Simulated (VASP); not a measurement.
Cu2O (Cuprite):

```
Cu O
1.0
     4.26000    0.00000    0.00000
     0.00000    4.26000    0.00000
     0.00000    0.00000    4.26000
Cu O
4 2
Cartesian
  3.1950 1.0650 3.1950
  3.1950 3.1950 1.0650
  1.0650 3.1950 3.1950
  1.0650 1.0650 1.0650
  2.1300 2.1300 2.1300
  0.0000 0.0000 0.0000
```

Base run:

| Item | Value |
| --- | --- |
| Program | VASP 6.6.1 |
| Functional | TPSS |
| Potentials or basis | VASP PAW PBE potentials, release 64 (Cu, O) |
| Cutoff | 520 eV |
| k mesh | 6 × 6 × 6 |
| Occupations | fermi-dirac, width 0.05 eV |
| Spin | no spin polarisation |

Its results: band gap on the k mesh 0.56 eV, direct; pressure 1.8 GPa.

Task: After a change of settings the same cell gave: band gap on the k mesh 0.79 eV, direct; pressure -1.5 GPa. Which change was it?
A. functional from TPSS to rSCAN
B. functional from TPSS to PBE; cutoff from 520 eV to 500 eV; further incar settings from ALGO = Normal; EDIFF = 1e-06 to ALGO = Normal; EDIFF = 1e-07; NBANDS = 37
C. functional from TPSS to SCAN
D. functional from TPSS to r2SCAN; further incar settings from ALGO = Normal; EDIFF = 1e-06 to ALGO = Normal; EDIFF = 1e-07; NBANDS = 37

Result: C.

Caveats: the PAW data sets were made with another functional, which shifts forces and pressure a little.
